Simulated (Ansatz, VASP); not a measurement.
**One calculation of Ta, two programs**

```
Ta
1.0
    -1.61702    1.61702    1.61702
     1.61702   -1.61702    1.61702
     1.61702    1.61702   -1.61702
Ta
1
Cartesian
  0.0000 0.0000 0.0000
```

Alike in both runs: functional PBEsol; k mesh 24 × 24 × 24; occupations fermi-dirac, width 0.1 eV; no spin polarisation.

Ansatz relaxed the structure, and its values are those at the end. VASP's run is a single point on that final structure, the one shown.

```csv
,VASP,Ansatz
version,VASP 6.6.1,Ansatz 0.2.0
potentials or method,"VASP PAW PBE potentials, release 64 (Ta_pv)","PAW with Ansatz's default frozen-core files, scalar-relativistic"
plane-wave cutoff (eV),520,420
valence electrons in the cell,11,13
```

```tsv
	VASP	Ansatz	Ansatz less VASP
pressure (GPa)	10.3	10.0	-0.29
```

The two sets of potentials don't hold the same shells in valence.

Caveats: the PAW data sets were made with another functional, which shifts forces and pressure a little (VASP). Spin-orbit coupling is left out, which matters for the levels of Ta.
